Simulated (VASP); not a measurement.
# Be (P6_3/mmc) in VASP: relaxation of cell and atoms with r2SCAN

Aim: the relaxation of cell and atoms of Be with r2SCAN.

All numbers are computed with VASP 6.6.1; they aren't measurements. Logs are shortened: lines on timing, memory, paths and dates and some standing lists are left out, and cuts for length are marked.

## 1. The crystal as given

Symmetry: P6_3/mmc, No. 194, hexagonal system. The conventional cell has a = 2.285 Å, b = 2.285 Å, c = 3.584 Å, α = 90.00°, β = 90.00°, γ = 120.00°. Be (site symmetry -6m2) is surrounded by 12 Be at 2.23 to 2.29 Å.

## 2. Relaxation of cell and atoms, r2SCAN

INCAR reads:

```
  PREC = Accurate
  ENCUT = 600
  EDIFF = 1E-7
  ISMEAR = 0
  SIGMA = 0.1
  LREAL = F
  LASPH = T
  NELM = 100
  ALGO = Normal
  ISIF = 3
  LWAVE = F
  LCHARG = F
  METAGGA = R2SCAN
  LMIXTAU = T
  IBRION = 2
  NSW = 80
  EDIFFG = -0.004
```

KPOINTS reads:

```
Automatic mesh
0
Gamma
  21 21 12
```

POSCAR reads:

```
Be
1.0
    2.2853000000      0.0000000000      0.0000000000
   -1.1426500000      1.9791278600      0.0000000000
    0.0000000000      0.0000000000      3.5842000000
Be
2
Direct
    0.3333333300      0.6666666700      0.2500000000
    0.6666666700      0.3333333300      0.7500000000
```

Potentials or basis: VASP PAW PBE potentials, release 64 (Be).

On the command line:

```sh
> cat potpaw_PBE.64/Be/POTCAR > POTCAR
> mpirun -np 1 vasp_std > vasp.out
```

OUTCAR:

```text
PREC = Accurate
   ENCUT = 600
   EDIFF = 1E-7
   ISMEAR = 0
   LREAL = F
   LASPH = T
   NELM = 100
   ISIF = 3
   METAGGA = R2SCAN
   IBRION = 2
   NSW = 80
   EDIFFG = -0.004

 ion  position               nearest neighbor table
   1  0.333  0.667  0.250-   2 2.23   2 2.23   2 2.23   2 2.23   2 2.23   2 2.23
   2  0.667  0.333  0.750-   1 2.23   1 2.23   1 2.23   1 2.23   1 2.23   1 2.23

  LATTYP: Found a hexagonal cell.
 ALAT       =     2.2853000000
 C/A-ratio  =     1.5683717674

  Lattice vectors:

 A1 = (   2.2853000000,   0.0000000000,   0.0000000000)
 A2 = (  -1.1426500000,   1.9791278600,   0.0000000000)
 A3 = (   0.0000000000,   0.0000000000,   3.5842000000)

Analysis of symmetry for initial positions (statically):
=====================================================================
 Subroutine PRICEL returns:
 Original cell was already a primitive cell.

 Routine SETGRP: Setting up the symmetry group for a
 hexagonal supercell.

 Subroutine GETGRP returns: Found 24 space group operations
 (whereof 12 operations were pure point group operations)
 out of a pool of 24 trial point group operations.

The static configuration has the point symmetry D_3d.
 The point group associated with its full space group is D_6h.

Analysis of symmetry for dynamics (positions and initial velocities):
=====================================================================
 Subroutine PRICEL returns:
 Original cell was already a primitive cell.

 Routine SETGRP: Setting up the symmetry group for a
 hexagonal supercell.

 Subroutine GETGRP returns: Found 24 space group operations
 (whereof 12 operations were pure point group operations)
 out of a pool of 24 trial point group operations.

The dynamic configuration has the point symmetry D_3d.
 The point group associated with its full space group is D_6h.

 Subroutine INISYM returns: Found 24 space group operations
 (whereof 12 operations are pure point group operations),
 and found     1 'primitive' translations

----------------------------------------------------------------------------------------

                                     Primitive cell

  volume of cell :      16.2110

  direct lattice vectors                    reciprocal lattice vectors
     2.285300000  0.000000000  0.000000000     0.437579311  0.252636533  0.000000000
    -1.142650000  1.979127860  0.000000000     0.000000000  0.505273065  0.000000000
     0.000000000  0.000000000  3.584200000     0.000000000  0.000000000  0.279002288

  length of vectors
     2.285300000  2.285300004  3.584200000     0.505273066  0.505273065  0.279002288

  position of ions in fractional coordinates (direct lattice)
     0.333333330  0.666666670  0.250000000
     0.666666670  0.333333330  0.750000000

  ion indices of the primitive-cell ions
   primitive index   ion index
                 1           1
                 2           2

----------------------------------------------------------------------------------------

 KPOINTS: Automatic mesh

Automatic generation of k-mesh.
 Grid dimensions read from file:
 generate k-points for:   21   21   12

 Generating k-lattice:

  Cartesian coordinates                     Fractional coordinates (reciprocal lattice)
     0.020837110  0.012030311  0.000000000     0.047619048  0.000000000  0.000000000
     0.000000000  0.024060622  0.000000000     0.000000000  0.047619048  0.000000000
     0.000000000  0.000000000  0.023250191     0.000000000  0.000000000  0.083333333

  Length of vectors
     0.024060622  0.024060622  0.023250191

  Shift w.r.t. Gamma in fractional coordinates (k-lattice)
     0.000000000  0.000000000  0.000000000

 Subroutine IBZKPT returns following result:
 ===========================================

 Found    336 irreducible k-points:

 Following reciprocal coordinates:
            Coordinates               Weight
  0.000000  0.000000  0.000000      1.000000
  0.047619 -0.000000  0.000000      6.000000
  0.095238 -0.000000  0.000000      6.000000
  0.142857  0.000000  0.000000      6.000000
  0.190476 -0.000000  0.000000      6.000000
  0.238095  0.000000  0.000000      6.000000
[... 16 lines left out ...]
  0.142857  0.095238  0.000000     12.000000
  0.190476  0.095238  0.000000     12.000000
 [... further k-points ...]
   k-points           NKPTS =    336   k-points in BZ     NKDIM =    336   number of bands    NBANDS=      6
   number of dos      NEDOS =    301   number of ions     NIONS =      2
   total plane-waves  NPLWV =   9720
   dimension x,y,z NGX =    18 NGY =   18 NGZ =   30
   dimension x,y,z NGXF=    36 NGYF=   36 NGZF=   60
   ions per type =               2
   NGX,Y,Z   is equivalent  to a cutoff of  13.09, 13.09, 13.91 a.u.
   NGXF,Y,Z  is equivalent  to a cutoff of  26.19, 26.19, 27.83 a.u.
 SYSTEM =  unknown system
   PREC   = accura    normal or accurate (medium, high low for compatibility)
   ISTART =      0    job   : 0-new  1-cont  2-samecut
   ICHARG =      2    charge: 1-file 2-atom 10-const
   ISPIN  =      1    spin polarized calculation?
   LNONCOLLINEAR =      F non collinear calculations
   LSORBIT =      F    spin-orbit coupling
   LASPH  =      T    aspherical Exc in radial PAW
   ENCUT  =  600.0 eV  44.10 Ry    6.64 a.u.   4.56  4.56  7.16*2*pi/ulx,y,z
   NELM   =    100;   NELMIN=  2; NELMDL= -5     # of ELM steps
   EDIFF  = 0.1E-06   stopping-criterion for ELM
   LREAL  =      F    real-space projection
   EDIFFG = -.4E-02   stopping-criterion for IOM
   NSW    =     80    number of steps for IOM
   IBRION =      2    ionic relax: 0-MD 1-quasi-New 2-CG
   NFREE  =      1    steps in history (QN), initial steepest desc. (CG)
   ISIF   =      3    stress and relaxation
   ISYM   =      2    0-nonsym 1-usesym 2-fastsym
   POTIM  = 0.5000    time-step for ionic-motion
   TEBEG  =    0.0;   TEEND  =   0.0 temperature during run
   PSTRESS=    0.0 pullay stress
   NELECT =       4.0000    total number of electrons
   NUPDOWN=      -1.0000    fix difference up-down
   EMIN   =  10.00;   EMAX   =-10.00  energy-range for DOS
   EFERMI =   0.00;   METHOD = LEGACY
   ISMEAR =     0;   SIGMA  =   0.10  broadening in eV -4-tet -1-fermi 0-gaus
   EFERMI_NEDOS =   21; number of points for ismear=-14 and -15
   IALGO  =     38    algorithm
   IMIX   =      4    mixing-type and parameters
     AMIX     =   0.40;   BMIX     =  1.00
     AMIX_MAG =   1.60;   BMIX_MAG =  1.00
  volume/ion in A,a.u.               =       8.11        54.70
  Fermi-wavevector in a.u.,A,eV,Ry     =   1.026814  1.940397 14.345258  1.054347
  Thomas-Fermi vector in A             =   2.160726
   LORBIT       =      0    0 simple, 1 ext, 2 COOP (PROOUT), +10 PAW based schemes
   METAGGA = R2SCAN    functional components
   LHFCALC =     F    Hartree Fock is set to
   AEXX    =    0.0000 exact exchange contribution
   IVDW    =     0    specifies the selected vdW correction
   LEPSILON=     F    determine dielectric tensor
   LRPA    =     F    only Hartree local field effects (RPA)
 conjugate gradient relaxation of ions
 non-spin polarized calculation
 Gauss-broadening in eV      SIGMA  =   0.10
  energy-cutoff  :      600.00
  volume of cell :       16.21
 maximum number of plane-waves:       556
   NGX =  9   NGY =  9   NGZ = 15

--------------------------------------- Ionic step        1  -------------------------------------------

 number of electron       4.0000000 magnetization

 Free energy of the ion-electron system (eV)
  ---------------------------------------------------
  ext. energy  EPLUGINS =         0.00000000
  ---------------------------------------------------
  free energy    TOTEN  =        -8.67376256 eV

  energy without entropy =       -8.67213023  energy(sigma->0) =       -8.67294639

------------------------ aborting loop because EDIFF is reached ----------------------------------------

  FORCE on cell =-STRESS in cart. coord.  units (eV):
  Direction    XX          YY          ZZ          XY          YZ          ZX
  --------------------------------------------------------------------------------------
  -------------------------------------------------------------------------------------
  Total       -0.3419590     -0.3419590     -0.1485867      0.0000000      0.0000000      0.0000000
  in kB      -33.7967759    -33.7967760    -14.6852434      0.0000000      0.0000000      0.0000000
  external PRESSURE =     -27.4262651 kB  Pullay stress =       0.0000000 kB

 VOLUME and BASIS-vectors are now :
 -----------------------------------------------------------------------------
  energy-cutoff  :      600.00
  volume of cell :       16.21
      direct lattice vectors                 reciprocal lattice vectors
     2.285300000  0.000000000  0.000000000     0.437579311  0.252636533  0.000000000
    -1.142650000  1.979127860  0.000000000     0.000000000  0.505273065  0.000000000
     0.000000000  0.000000000  3.584200000     0.000000000  0.000000000  0.279002288
[... 109 lines left out ...]
 POSITION                                       TOTAL-FORCE (eV/Angst)
 -----------------------------------------------------------------------------------
     -0.00000      1.30644      0.89222         0.000000     -0.000000      0.000000
      1.13141      0.65322      2.67666        -0.000000      0.000000      0.000000
 -----------------------------------------------------------------------------------
    total drift:                                0.000000     -0.000000      0.000000

  FREE ENERGIE OF THE ION-ELECTRON SYSTEM (eV)
  ---------------------------------------------------
  free  energy   TOTEN  =        -8.6774963093 eV

  energy  without entropy=       -8.6759705483  energy(sigma->0) =       -8.67673343

--------------------------------------- Ionic step        5  -------------------------------------------

 number of electron       4.0000000 magnetization

 Free energy of the ion-electron system (eV)
  ---------------------------------------------------
  ext. energy  EPLUGINS =         0.00000000
  ---------------------------------------------------
  free energy    TOTEN  =        -8.67750561 eV

  energy without entropy =       -8.67598608  energy(sigma->0) =       -8.67674584

 E-fermi :   7.1645     XC(G=0): -11.2572

 val. band max:        7.1522095691   @ k =   0.3333   0.2857   0.3333
 cond. band min:       7.1740321401   @ k =   0.3333   0.0476   0.0000
 fundamental gap:      0.0218225710
 Fermi energy:         7.1645052382

 k-point     1 :       0.0000    0.0000    0.0000
  band No.  band energies     occupation
      1      -5.1149      2.00000
      2       2.3458      2.00000
      3       8.1320      0.00000
      4      24.4924      0.00000
      5      24.4924      0.00000
      6      27.5095      0.00000

 k-point     2 :       0.0476   -0.0000    0.0000
  band No.  band energies     occupation
      1      -5.0444      2.00000
      2       2.4369      2.00000
      3       8.1564      0.00000
      4      23.8598      0.00000
      5      24.0121      0.00000
      6      27.5157      0.00000
[... 181 lines left out ...]
 k-point    23 :       0.1429    0.0952    0.0000
  band No.  band energies     occupation
      1      -3.7726      2.00000
      2       4.0707      2.00000
      3       8.5030      0.00000
      4      17.8398      0.00000
      5      19.3773      0.00000
      6      26.3962      0.00000

 k-point    24 :       0.1905    0.0952    0.0000
  band No.  band energies     occupation
      1      -3.1364      2.00000
      2       4.8830      2.00000
      3       8.5624      0.00000
      4      15.8813      0.00000
      5      18.4118      0.00000
      6      24.5812      0.00000

 [... further k-points ...]

------------------------ aborting loop because EDIFF is reached ----------------------------------------

  FORCE on cell =-STRESS in cart. coord.  units (eV):
  Direction    XX          YY          ZZ          XY          YZ          ZX
  --------------------------------------------------------------------------------------
  -------------------------------------------------------------------------------------
  Total        0.0038394      0.0038394      0.0021091      0.0000000      0.0000000     -0.0000000
  in kB        0.3885792      0.3885792      0.2134577      0.0000000      0.0000000     -0.0000000
  external PRESSURE =       0.3302054 kB  Pullay stress =       0.0000000 kB

 VOLUME and BASIS-vectors are now :
 -----------------------------------------------------------------------------
  energy-cutoff  :      600.00
  volume of cell :       15.83
      direct lattice vectors                 reciprocal lattice vectors
     2.262423234 -0.000000000  0.000000000     0.442003947  0.255191097 -0.000000000
    -1.131211617  1.959315999  0.000000000     0.000000000  0.510382195 -0.000000000
     0.000000000  0.000000000  3.571230633    -0.000000000 -0.000000000  0.280015519

 POSITION                                       TOTAL-FORCE (eV/Angst)
 -----------------------------------------------------------------------------------
     -0.00000      1.30621      0.89281         0.000000      0.000000      0.000000
      1.13121      0.65311      2.67842        -0.000000     -0.000000      0.000000
 -----------------------------------------------------------------------------------
    total drift:                                0.000000     -0.000000      0.000000

  FREE ENERGIE OF THE ION-ELECTRON SYSTEM (eV)
  ---------------------------------------------------
  free  energy   TOTEN  =        -8.6775056051 eV

  energy  without entropy=       -8.6759860792  energy(sigma->0) =       -8.67674584

 reached required accuracy - stopping structural energy minimisation
```

It took 4.8 min on 1 thread of Intel Xeon Platinum 8488C (Sapphire Rapids), shared host; peak memory 0.15 GiB.

Results:

```yaml
Free_energy: -8.6775 eV
Relaxed_volume: 7.92 Å³/atom
Relaxed_cell: a = 2.262 Å, b = 2.262 Å, c = 3.571 Å, α = 90.00°, β = 90.00°, γ = 120.00°
Space_group_after_relaxing_to_0.05_Å: P6_3/mmc (No. 194)
Energy_gained_by_relaxing: 1.9 meV/atom
Ionic_steps: 5
Pressure_after_relaxing: 0.0 GPa
Band_gap_on_the_k_mesh: none (metal or under the smearing width)
```

Step by step:
| step | energy change (eV) | largest force (eV/Å) | pressure (GPa) | volume (Å³) |
| --- | --- | --- | --- | --- |
| 1 | 0.0000 | 0.0000 | -2.74 | 16.21 |
| 2 | -0.0036 | 0.0000 | -0.39 | 15.89 |
| 3 | -0.0037 | 0.0000 | 0.02 | 15.83 |
| 4 | -0.0037 | 0.0000 | 0.08 | 15.83 |
| 5 | -0.0037 | 0.0000 | 0.03 | 15.83 |

Final structure:
```
Be
1.0
     2.26242    0.00000    0.00000
    -1.13121    1.95932    0.00000
     0.00000    0.00000    3.57123
Be
2
Cartesian
  0.0000 1.3062 0.8928
  1.1312 0.6531 2.6784
```

Caveat: the PAW data sets were made with another functional, which shifts forces and pressure a little.
